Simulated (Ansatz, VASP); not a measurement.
## Two plane-wave programs on KCl (Sylvite)

INCAR

```
SYSTEM = KCl
ALGO     = Normal         ! electronic algorithm
EDIFF    = 1E-7           ! SCF threshold, eV
ENCUT    = 520            ! plane-wave cutoff, eV
GGA      = PE             ! functional
ISIF     = 2              ! what is computed and relaxed
ISMEAR   = -1             ! smearing method
LASPH    = .TRUE.         ! aspherical terms in the spheres
LCHARG   = .FALSE.        ! write CHGCAR
LREAL    = .FALSE.        ! projectors in reciprocal space
LWAVE    = .FALSE.        ! write WAVECAR
NBANDS   = 15             ! bands
NELM     = 60             ! most SCF steps
PREC     = Accurate       ! precision mode
SIGMA    = 0.05           ! smearing width, eV
```

The input KPOINTS:

```
k-points
0
G
  7 7 7
  0 0 0
```

POSCAR

```
KCl
1.0
    0.0000000000      3.1039449222      3.1039449222
    3.1039449222      0.0000000000      3.1039449222
    3.1039449222      3.1039449222      0.0000000000
K Cl
1 1
Direct
    0.0000000000      0.0000000000      0.0000000000
    0.5000000000      0.5000000000      0.5000000000
```

The input input.yaml:

```yaml
crystal:
  lattice:
    - [0.0, 3.1039449222, 3.1039449222]
    - [3.1039449222, 0.0, 3.1039449222]
    - [3.1039449222, 3.1039449222, 0.0]
  atoms:
    - { symbol: K, position: [0.0, 0.0, 0.0] }
    - { symbol: Cl, position: [0.5, 0.5, 0.5] }
hamiltonian:
  xc: pbe
  pseudopotentials: { kind: paw }
kpoints:
  mp_grid: { grid: [7, 7, 7] }
scf:
  occupations: { method: fermi_dirac, width: 0.05 }
output:
  forces: true
  stress: true
  eigenvalues: true
```

Change from the starting cell: volume scaled by 0.96.

Alike in both runs: task single point; functional PBE; k mesh 7 × 7 × 7; occupations fermi-dirac, width 0.05 eV; no spin polarisation.

```csv
,VASP,Ansatz
version,VASP 6.6.1,Ansatz 0.2.0
potentials or method,"VASP PAW PBE potentials, release 64 (K_sv, Cl)",Ansatz PAW
plane-wave cutoff (eV),520,420
valence electrons in the cell,16,16
```

VASP gave:

```
gap on the k mesh at the Fermi level (eV) : 5.33
least direct gap on the mesh (eV)         : 5.33
pressure (GPa)                            : 1.7
```

Task: Which values does Ansatz return?

Result: gap on the k mesh at the Fermi level (eV): 5.33; least direct gap on the mesh (eV): 5.33; pressure (GPa): 1.6.

Caveats: an odd mesh through Γ misses points on the zone boundary, where band edges often lie (VASP); odd divisions of the mesh miss points on the zone boundary, where band edges often lie, so the gap on the mesh can be too wide (Ansatz).
